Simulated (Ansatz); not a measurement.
Mo: pressure against volume

Mo, Fm-3m, a = 4.002 Å. This isn't the element's structure at ambient conditions. Ansatz: PBE, PAW, 420 eV, Γ-centred 18×18×18 mesh on 1 atom, Gaussian smearing 0.10 eV; no spin polarisation. Symmetry fixes shape and atoms, so the cell is only scaled; pressure is positive in compression.

```
V (Å³/atom) P (GPa)
     14.102        ?
     14.582    27.21
     15.063    16.79
     15.544     7.79
     16.025     0.01
     16.505    -6.67
     16.986   -12.39
     17.627   -18.73
```

Problem. Take V0 = 16.025 Å³/atom, count pressures from its P0 = 0.01 GPa, fit the third-order Birch–Murnaghan form to the other rows, and predict the missing pressure.

Solution. With the Eulerian strain f = ½[(V0/V)^(2/3) − 1] and y = (P − P0)/[3f(1 + 2f)^(5/2)], the form is the line y = B0 + 1.5 B0 (B0′ − 4) f. Rows (f, y): 0.03246, 238.7; 0.02107, 239.4; 0.01026, 240.2; -0.00974, 240.1; -0.01904, 239.2; -0.03077, 237.9. Means f = 0.0007067, y = 239.25; Σ(Δf)² = 0.003004, ΣΔfΔy = 0.02927; the slope is their ratio. y = 239.2 + 9.743 f GPa, so B0 = 239.2 GPa and B0′ = 4 + 2 × (9.743)/(3 × 239.2) = 4.03. At V = 14.102, f = 0.04448, y = 239.63 and P = 39.58 GPa. The run gave 39.35 GPa, so the fit is 0.23 GPa too high, a small miss on the scale of the series.

Cost: 8 runs of about 0.3 core-minutes in all, on Intel Xeon Platinum 8488C (Sapphire Rapids) (shared hosts).